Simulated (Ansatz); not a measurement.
# Si: the cost of one run

Program: Ansatz 0.2.0. Level of theory: DFT PBE, scalar-relativistic, plane waves, PAW. These are calculated values, not measurements.

## Step 1: The system as given

Symmetry: Fm-3m, No. 225, cubic system. Conventional cell: a = 3.822 Å, b = 3.822 Å, c = 3.822 Å, α = 90.00°, β = 90.00°, γ = 90.00°. Si (site symmetry m-3m) has 12 Si at 2.70 Å as nearest neighbours.

Structure file:

```cif
data_structure
_symmetry_space_group_name_H-M 'Fm-3m'
_symmetry_Int_Tables_number 225
_cell_length_a 3.8217
_cell_length_b 3.8217
_cell_length_c 3.8217
_cell_angle_alpha 90.000
_cell_angle_beta 90.000
_cell_angle_gamma 90.000
_cell_volume 55.82
loop_
_atom_site_label
_atom_site_type_symbol
_atom_site_symmetry_multiplicity
_atom_site_Wyckoff_symbol
_atom_site_fract_x
_atom_site_fract_y
_atom_site_fract_z
_atom_site_occupancy
Si1 Si 4 a 0.00000 0.00000 0.00000 1
```

The structure comes from the Materials Project (structure only).

## Step 2: A change within a subgroup

What differs from the listed cell: strain xx, yy, zz, yz, xz, xy = -2.8, -2.8, -2.8, +4.0, -4.0, -4.0 %.

Contents of input.yaml:

```yaml
crystal:
  lattice:
    - [-0.1528664433, 1.9344484064, 1.9344484064]
    - [1.7815819631, 0.0, 1.7815819631]
    - [1.7815819631, 1.7815819631, 0.0]
  atoms:
    - { symbol: Si, position: [0.0, 0.0, 0.0] }
basis:
  ecutwfc: 420
kpoints:
  mp_grid: { grid: [18, 18, 18] }
hamiltonian:
  xc: pbe
scf:
  occupations: { method: gaussian, width: 0.1 }
output:
  forces: true
  stress: true
  eigenvalues: true
```

Launch:

```console
> ansatz run input.yaml --threads 1 --pin off --max-ram 1331MiB --backend cpu --events-out ev --progress --plain --runs-dir out
```

What time and memory should one allow on 1 thread of an x86-64 CPU, shared host?

About 7 s, with a peak of 0.35 GiB.
